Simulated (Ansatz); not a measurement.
Method: DFT PBE, scalar-relativistic, plane waves, PAW (Ansatz). Settings of the last relaxation (3-atom cell): 420 eV, 16×16×16 k points, Gaussian smearing of 0.10 eV, collinear spin.

Formation energies are uncorrected and count from the elements' standard states at the same level.

Question: Suggest a trial structure for a cubic metal that holds O and 1 more element, with a formation energy near −0.17 eV/atom, about 12 Å³ per atom and a net moment near 0.3 μB per atom, in a cell of 3 atoms. Its symmetry should be F-43m (No. 216).

Answer: InO2, space group F-43m (No. 216). In has 4 O at 2.29 Å and 6 O at 2.65 Å; O on its first site is surrounded by 4 In at 2.29 Å and 4 O at 2.29 Å; O on its second site has 4 O at 2.29 Å and 6 In at 2.65 Å.

```cif
data_structure
_symmetry_space_group_name_H-M 'P 1'
_symmetry_Int_Tables_number 1
_cell_length_a 3.7460
_cell_length_b 3.7460
_cell_length_c 3.7460
_cell_angle_alpha 60.000
_cell_angle_beta 60.000
_cell_angle_gamma 60.000
_cell_volume 37.17
loop_
_atom_site_label
_atom_site_type_symbol
_atom_site_fract_x
_atom_site_fract_y
_atom_site_fract_z
_atom_site_occupancy
In1 In 0.00000 0.00000 0.00000 1
O1 O 0.75000 0.75000 0.75000 1
O2 O 0.50000 0.50000 0.50000 1
```

The volume per atom is 12.39 Å³ and the density is 6.56 g/cm³. The formation energy is −0.17 eV/atom and the gap on the 16×16×16 mesh of the 3-atom cell is 0 eV (a metal). The net moment per atom is 0.34 μB and the moment by site is O 0.4, 0.7 μB.

The structure comes from a generated guess, relaxed at this level; another structure or a mixture of phases may lie lower. The answer needn't be unique; the calculation gave this one.

The magnetic state reached may not be the lowest. A structure relaxed within its symmetry needn't be a true minimum. Site moments count only spheres around the atoms; the net moment includes the space between them.
